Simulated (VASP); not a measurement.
A run of VASP 6.6.1:

INCAR

```
PREC = Accurate ; ENCUT = 600
EDIFF = 1E-7 ; ISMEAR = 0
SIGMA = 0.03 ; LREAL = F
LASPH = T ; NELM = 80
ALGO = Normal ; ISIF = 3
LWAVE = F ; LCHARG = F
GGA = PS ; IBRION = 2
NSW = 90 ; EDIFFG = -0.005
```

File KPOINTS:

```
regular mesh
0
Gamma
  9 9 4
```

Contents of POSCAR:

```
CdS                                     
1.0
    4.1291875706      0.0000000000      0.0000000000
   -2.0645937853      3.5759813374     -0.0000000000
    0.0000000000      0.0000000000      6.7319037959
  Cd              S             
     2     2
Direct
     0.3333333300000021    0.6666666699999979    0.9995462563657227
     0.6666666699999979    0.3333333300000021    0.4995462563657228
     0.3333333300000021    0.6666666699999979    0.3754537436342772
     0.6666666699999979    0.3333333300000021    0.8754537436342773
```

Potentials or basis: VASP PAW PBE potentials, release 64 (Cd, S).

Launch:

```bash
$ cat potpaw_PBE.64/Cd/POTCAR potpaw_PBE.64/S/POTCAR > POTCAR
$ mpirun -np 1 vasp_std > vasp.out
```

Hardware: 1 thread of Intel(R) Xeon(R) 6975P-C (Granite Rapids), on a shared host.

Problem. How long does it take, and how much memory?

Solution. Run time: 110 s on 1 thread of Intel(R) Xeon(R) 6975P-C (Granite Rapids) (shared host), peak memory 0.3 GiB. Counts: scf iterations 42, k points 36, ion steps 5.
